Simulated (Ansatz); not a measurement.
# Ta: one candidate structure

Where does Ta go from the start given, K type (Cmmm, No. 65)?

The COD entry's cell or inner coordinates are ideal or old and differ from later refinements, so a difference from it is no clean test against experiment.

Program: Ansatz 0.2.0. Level of theory: DFT PBE, scalar-relativistic, plane waves, PAW. These are calculated values, not measurements.

**1. Starting point**

The structure is orthorhombic, space group Cmmm (No. 65). The conventional cell has a = 5.031 Å, b = 7.509 Å, c = 5.687 Å, α = 90.00°, β = 90.00°, γ = 90.00°. Around Ta (site symmetry 2) lie 6 Ta at 2.52 to 2.84 Å. Ta (site symmetry mmm) is surrounded by 8 Ta at 2.67 Å.

Structure file:

```cif
data_structure
_symmetry_space_group_name_H-M 'P 1'
_symmetry_Int_Tables_number 1
_cell_length_a 4.5192
_cell_length_b 4.5192
_cell_length_c 5.6867
_cell_angle_alpha 90.000
_cell_angle_beta 90.000
_cell_angle_gamma 112.357
_cell_volume 107.41
loop_
_atom_site_label
_atom_site_type_symbol
_atom_site_fract_x
_atom_site_fract_y
_atom_site_fract_z
_atom_site_occupancy
Ta1 Ta 0.50000 0.00000 0.25000 1
Ta2 Ta 0.00000 0.50000 0.75000 1
Ta3 Ta 0.00000 0.50000 0.25000 1
Ta4 Ta 0.50000 0.00000 0.75000 1
Ta5 Ta 0.00000 0.00000 0.00000 1
```

(A quick probe on a coarse mesh, which set the mesh and smearing, is not shown.)

**3. A loose first relaxation**

input.yaml

```yaml
crystal:
  lattice:
    - [2.5154034555, -3.7544146685, 0.0]
    - [2.5154034555, 3.7544146685, 0.0]
    - [0.0, 0.0, 5.6866740643]
  atoms:
    - { symbol: Ta, position: [0.5, 0.0, 0.25] }
    - { symbol: Ta, position: [0.0, 0.5, 0.75] }
    - { symbol: Ta, position: [0.0, 0.5, 0.25] }
    - { symbol: Ta, position: [0.5, 0.0, 0.75] }
    - { symbol: Ta, position: [0.0, 0.0, 0.0] }
basis:
  ecutwfc: 420
kpoints:
  mp_grid: { grid: [4, 4, 4] }
hamiltonian:
  xc: pbe
scf:
  occupations: { method: gaussian, width: 0.1 }
  lower_state_search: "off"
output:
  forces: true
  stress: true
  eigenvalues: true
relax:
  adjacent_minimum: "off"
  f_tol: 0.04
  max_steps: 70
  cell: { stress_tol: 0.4 }
```

The session goes on with these runs: full relaxation.

**Question.** What will these runs give?

The runs gave:

| quantity | value |
| --- | --- |
| cell | a = 3.906 Å, b = 3.906 Å, c = 6.947 Å, α = 90.00°, β = 90.00°, γ = 90.00° |
| space group | P4/mmm (No. 123) |
| volume | 21.20 Å³/atom |
| gap on the mesh | none (metal) |

The structure ended in another space group than at the start: Cmmm to P4/mmm. Spin-orbit coupling is left out for Ta.
